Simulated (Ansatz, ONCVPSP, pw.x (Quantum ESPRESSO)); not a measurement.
# In: one change to the ONCV potential, in the atom and in the diamond crystal

* Element: In
* Generator: ONCVPSP 4.0.1.1 (patched build)
* Type: optimised norm-conserving Vanderbilt (ONCV)
* Functional: PBE
* Relativity: scalar-relativistic
* Frozen core: [Kr] 4d10
* Valence charge: 3
* Reference configuration: 5s2 5p1
* Partial waves: 5s: rc 2.20 bohr, ncon 5, nbas 8, qcut 2.7 1/bohr, 3 projectors, debl 2.9 Ha; 5p: rc 2.40 bohr, ncon 5, nbas 9, qcut 3.3 1/bohr, 2 projectors, debl 3.2 Ha
* Local potential: polynomial inside 1.45 bohr (lpopt 5, dvloc0 2 Ha)
* Core correction: polynomial model core, fcfact 0.2

Change: local potential polynomial inside 1.60 bohr (lpopt 4, dvloc0 3 Ha).

Cutoffs, loose and tight: the cutoffs (Ha) at which the residual kinetic energy of the hardest occupied pseudo-wave falls to 1 and 0.1 mHa per electron. They do not see the model core or the augmentation charge, which bear on the density cutoff. Test errors are all-electron minus pseudo excitation energies from the reference, over the configurations 5s2 5p0; 5s1 5p0; 5s2 5p0.5; 5s0 5p3; variants that change the core or the reference have their own tests.

Crystal test: diamond In in pw.x 7.5, no spin, 8³ k-points, Fermi–Dirac smearing 0.01 Ry, cutoffs set for each file from its atomic test. The reference is all-electron LAPW (Ansatz 0.2.0) with the same functional, mesh and smearing; V0 and B0 come from Birch–Murnaghan fits to the pressures at five volumes. Errors are pseudo minus all-electron; Δ is the rms difference of the E(V) curves that follow from these fits, minima aligned, over ±6 % about the mean V0. Mesh and smearing are coarse, so the numbers serve the comparison and aren't converged zero-temperature values; the lattice is a test structure that the element need not adopt.

All-electron: a0 = 6.737 Å (V0 = 38.22 Å³/atom), B0 = 20.8 GPa.

Question: Does the change bring the crystal closer to the all-electron result?

Answer: The mean pressure error goes from -7.63 to -5.51 GPa, so the change moves the solid closer to the all-electron pressures. Neither pressure curve crosses zero within the volumes sampled, so no fits are given.

```
                       quantity       base    changed
                 outcome (atom)  generated  generated
           cutoff, loose (atom)      11 Ha      11 Ha
           cutoff, tight (atom)      26 Ha      26 Ha
            bound ghosts (atom)       none       none
largest test error (meV) (atom)       -184       -184
           cutoffs in pw.x (Ry)     60/240     60/240
      mean pressure error (GPa)      -7.63      -5.51
```

Base: This is a poor potential for the solid. The pseudo pressure rises with volume over part of the range, a mechanical instability. The cutoffs count occupied waves only; projector 3 of the s channel, the hardest unoccupied one, needs 57 Ha at the loose tolerance. Changed file: This is a poor potential for the solid. The cutoffs count occupied waves only; projector 3 of the s channel, the hardest unoccupied one, needs 57 Ha at the loose tolerance.
